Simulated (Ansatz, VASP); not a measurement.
**HfC in VASP and in Ansatz**

The input INCAR:

```
  ALGO = Normal
  EDIFF = 1E-6
  ENCUT = 520
  GGA = PS
  ISIF = 2
  ISMEAR = -1
  LASPH = True
  LCHARG = True
  LELF = True
  LREAL = False
  LVHAR = True
  LWAVE = False
  NBANDS = 14
  NELM = 80
  PREC = Accurate
  SIGMA = 0.05
```

File KPOINTS:

```
k-points
0
Gamma
  10 10 10
```

POSCAR

```
HfC
1.0
    0.0000000000      2.3250000000      2.3250000000
    2.3250000000      0.0000000000      2.3250000000
    2.3250000000      2.3250000000      0.0000000000
Hf C
1 1
Direct
    0.5000000000      0.5000000000      0.5000000000
    0.0000000000      0.0000000000      0.0000000000
```

The input input.yaml:

```yaml
crystal:
  lattice:
    - [0.0, 2.325, 2.325]
    - [2.325, 0.0, 2.325]
    - [2.325, 2.325, 0.0]
  atoms:
    - { symbol: Hf, position: [0.5, 0.5, 0.5] }
    - { symbol: C, position: [0.0, 0.0, 0.0] }
kpoints:
  mp_grid: { grid: [10, 10, 10] }
  band_path:
    path:
      - [0.0, 0.0, 0.0]
      - [0.5, 0.0, 0.5]
      - [0.5, 0.25, 0.75]
      - [0.375, 0.375, 0.75]
      - [0.0, 0.0, 0.0]
      - [0.5, 0.5, 0.5]
      - [0.625, 0.25, 0.625]
      - [0.5, 0.25, 0.75]
    npoints: 8
scf:
  occupations: { method: fermi_dirac, width: 0.05 }
hamiltonian:
  xc: pbesol
  pseudopotentials: { kind: all_electron, lapw: { basis_error: 0.001 } }
output:
  forces: true
  stress: true
  eigenvalues: true
```

Alike in both runs: functional PBEsol; k mesh 10 × 10 × 10; occupations fermi-dirac, width 0.05 eV; no spin polarisation.

|  | VASP | Ansatz |
| --- | --- | --- |
| version | VASP 6.6.1 | Ansatz 0.2.0 |
| potentials or method | VASP PAW PBE potentials, release 64 (Hf_pv, C) | all-electron LAPW, scalar-relativistic |
| plane-wave cutoff (eV) | 520 | see its input |
| task | single point | band structure |

VASP gave:

* gap on the k mesh at the Fermi level (eV): none
* pressure (GPa): -7.0

Q: What did Ansatz give for the same quantities?

A: gap on the k mesh at the Fermi level (eV): none; pressure (GPa): -6.5.

A gap of «none» marks a metal or a gap that the smearing closes. Ansatz ran all-electron here, so the differences hold the error of VASP's frozen core and of both bases.

Caveats: the PAW data sets were made with another functional, which shifts forces and pressure a little (VASP); spin-orbit coupling is left out, which moves the levels of the heavy elements (Ansatz). The runs have no spin-orbit coupling, so splittings on Hf are missing.
